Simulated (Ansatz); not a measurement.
**Li2Se: how the settings move a single-point run**

Question: which choices in the input matter for Li2Se?

Method: reference: DFT, HSE06, plane waves, PAW, in Ansatz 0.2.0.

## (1) The structure to begin with

Symmetry: Fm-3m, No. 225, cubic system. The conventional cell has a = 5.987 Å, b = 5.987 Å, c = 5.987 Å, α = 90.00°, β = 90.00°, γ = 90.00°. Around Li (site symmetry -43m) lie 4 Se at 2.59 Å. Se (site symmetry m-3m) is surrounded by 8 Li at 2.59 Å.

Coordinates:

```
CELL_PARAMETERS angstrom
0.00000 2.99346 2.99346
2.99346 0.00000 2.99346
2.99346 2.99346 0.00000
ATOMIC_POSITIONS crystal
Li 0.25000 0.25000 0.25000
Li 0.75000 0.75000 0.75000
Se 0.00000 0.00000 0.00000
```

## (2) Baseline

File input.yaml:

```yaml
crystal:
  lattice:
    - [0.0, 2.9934588661, 2.9934588661]
    - [2.9934588661, 0.0, 2.9934588661]
    - [2.9934588661, 2.9934588661, 0.0]
  atoms:
    - { symbol: Li, position: [0.25, 0.25, 0.25] }
    - { symbol: Li, position: [0.75, 0.75, 0.75] }
    - { symbol: Se, position: [0.0, 0.0, 0.0] }
kpoints:
  mp_grid: { grid: [4, 4, 4] }
hamiltonian:
  xc: hse06
scf:
  occupations: { method: fixed }
  n_extra_bands: 4
output:
  forces: true
  stress: true
  eigenvalues: true
  write_density: true
  write_potential: true
  elf: true
  volumetric_format: npy
```

Command:

```sh
> ansatz run input.yaml --threads 4 --pin off --max-ram 3686MiB --backend cpu --events-out ev --progress --plain --runs-dir out
```

## (3) Changed: mp_grid.grid [6, 6, 6], xc r2scan

Changes to input.yaml since step 2:

```diff
@@ -10,5 +10,5 @@
 kpoints:
-  mp_grid: { grid: [4, 4, 4] }
+  mp_grid: { grid: [6, 6, 6] }
 hamiltonian:
-  xc: hse06
+  xc: r2scan
 scf:
@@ -20,5 +20 @@
   eigenvalues: true
-  write_density: true
-  write_potential: true
-  elf: true
-  volumetric_format: npy
```

## (4) Changing settings: q_mesh [1, 1, 1]

Changes to input.yaml since step 2:

```diff
@@ -16,2 +16,3 @@
   n_extra_bands: 4
+  exx: { q_mesh: [1, 1, 1] }
 output:
@@ -20,5 +21 @@
   eigenvalues: true
-  write_density: true
-  write_potential: true
-  elf: true
-  volumetric_format: npy
```

## (5) Changed: exchange pbe, correlation pbe, coeff 0.15, omega 0.1

Changes to input.yaml since step 2:

```diff
@@ -12,3 +12,3 @@
 hamiltonian:
-  xc: hse06
+  xc: { exchange: pbe, correlation: pbe, exx: { coeff: 0.15, omega: 0.1 } }
 scf:
@@ -20,5 +20 @@
   eigenvalues: true
-  write_density: true
-  write_potential: true
-  elf: true
-  volumetric_format: npy
```

## (6) Changed: xc lc_wpbe

Changes to input.yaml since step 2:

```diff
@@ -12,3 +12,3 @@
 hamiltonian:
-  xc: hse06
+  xc: lc_wpbe
 scf:
@@ -20,5 +20 @@
   eigenvalues: true
-  write_density: true
-  write_potential: true
-  elf: true
-  volumetric_format: npy
```

## (7) Changed: ecutfock_ratio 2

Changes to input.yaml since step 2:

```diff
@@ -16,2 +16,3 @@
   n_extra_bands: 4
+  exx: { ecutfock_ratio: 2 }
 output:
@@ -20,5 +21 @@
   eigenvalues: true
-  write_density: true
-  write_potential: true
-  elf: true
-  volumetric_format: npy
```

## (8) Variant: occupations.method methfessel_paxton, occupations.width 0.001

Changes to input.yaml since step 2:

```diff
@@ -14,3 +14,3 @@
 scf:
-  occupations: { method: fixed }
+  occupations: { method: methfessel_paxton, width: 0.001 }
   n_extra_bands: 4
@@ -20,5 +20 @@
   eigenvalues: true
-  write_density: true
-  write_potential: true
-  elf: true
-  volumetric_format: npy
```

What does the calculation give? Wanted: for each run, ending; energy change; pressure; gap; force.

**Answer**, as computed:

```tsv
run	ending	energy change	pressure (GPa)	gap (eV)	force (eV/Å)	cycles	time
reference	converged	0	-0.3	3.82	0.00	11	10 s
1: mp_grid.grid [6, 6, 6], xc r2scan	converged	not comparable	0.0	3.48	0.00	6	1.7 s
2: q_mesh [1, 1, 1]	converged	-	-0.3	3.82	0.00	11	8.9 s
3: exchange pbe, correlation pbe, coeff 0.15, omega 0.1	converged	not comparable	0.0	3.66	0.00	10	8.3 s
4: xc lc_wpbe	converged	not comparable	-1.0	8.29	0.00	13	12 s
5: ecutfock_ratio 2	converged	-	-0.3	3.82	0.00	11	8.8 s
6: occupations.method methfessel_paxton, occupations.width 0.001	converged	0.0 meV/atom (σ→0)	-0.3	3.82	0.00	11	8.8 s
```

Times don't compare one to one where runs were asked for different outputs or read a saved state (see the inputs); cycles may leave out searches for a lower state.

Residual by cycle in the longest SCF loop of each run; runs are numbered as in the table. The quantity is the density residual dr2, in eV.

```tsv
cycle	reference	run 1	run 2	run 3	run 4	run 5	run 6
1	0.00253	0.0111	0.00253	9.3e-4	0.00298	0.00253	0.00257
2	7.0e-4	8.2e-4	7.0e-4	2.8e-4	0.00843	7.0e-4	7.0e-4
3	2.4e-4	1.9e-4	2.4e-4	6.7e-5	0.00119	2.4e-4	2.3e-4
4	2.8e-5	1.7e-6	2.8e-5	7.8e-6	1.4e-4	2.8e-5	2.6e-5
5	1.8e-6	4.2e-8	1.8e-6	4.3e-7	4.2e-6	1.8e-6	1.5e-6
6	-	3.8e-9	-	-	-	-	-
```

«occupations.method methfessel_paxton, occupations.width 0.001» leaves the energy as it was. Of the variants the dearest is «xc lc_wpbe» (12 s), the cheapest «mp_grid.grid [6, 6, 6], xc r2scan» (1.7 s), on a shared host.
